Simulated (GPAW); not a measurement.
CdTe:

```
Te Cd
1.0
     0.00000    3.20500    3.20500
     3.20500    0.00000    3.20500
     3.20500    3.20500    0.00000
Te Cd
1 1
Direct
  0.75000 0.75000 0.75000
  0.00000 0.00000 0.00000
```

- Program: GPAW 26.7.0
- Task: relaxation of cell and atoms
- Functional: RPBE
- Dispersion: D3(BJ)
- Potentials or basis: the program's PAW data sets (release 1.2.1) made for this functional
- Cutoff: 600 eV
- Basis: pw
- k mesh: 7 × 7 × 7
- Occupations: fermi-dirac, width 0.05 eV
- Spin: no spin polarisation

At the start: pressure -3.4 GPa; volume 32.92 Å³/atom.

Task: How do energy, volume and symmetry change on relaxing?

Result: Over 4 steps the energy falls by 25.0 meV/atom and the volume is 30.69 Å³/atom (-6.8 %); space group F-43m (No. 216, to 0.05 Å).

Step by step:
| step | energy change (eV) | largest force (eV/Å) | pressure (GPa) | volume (Å³) |
| --- | --- | --- | --- | --- |
| 1 | 0.0000 | 0.0000 | -3.36 | 65.84 |
| 2 | -0.0184 | 0.0000 | -2.75 | 64.88 |
| 3 | -0.0496 | 0.0000 | 0.30 | 61.03 |
| 4 | -0.0499 | 0.0000 | -0.02 | 61.38 |

Final structure:
```
CELL_PARAMETERS angstrom
0.00000 3.13094 3.13094
3.13094 0.00000 3.13094
3.13094 3.13094 0.00000
ATOMIC_POSITIONS crystal
Te 0.75000 0.75000 0.75000
Cd 0.00000 0.00000 0.00000
```

Caveat: later steps reuse the first step's grids.
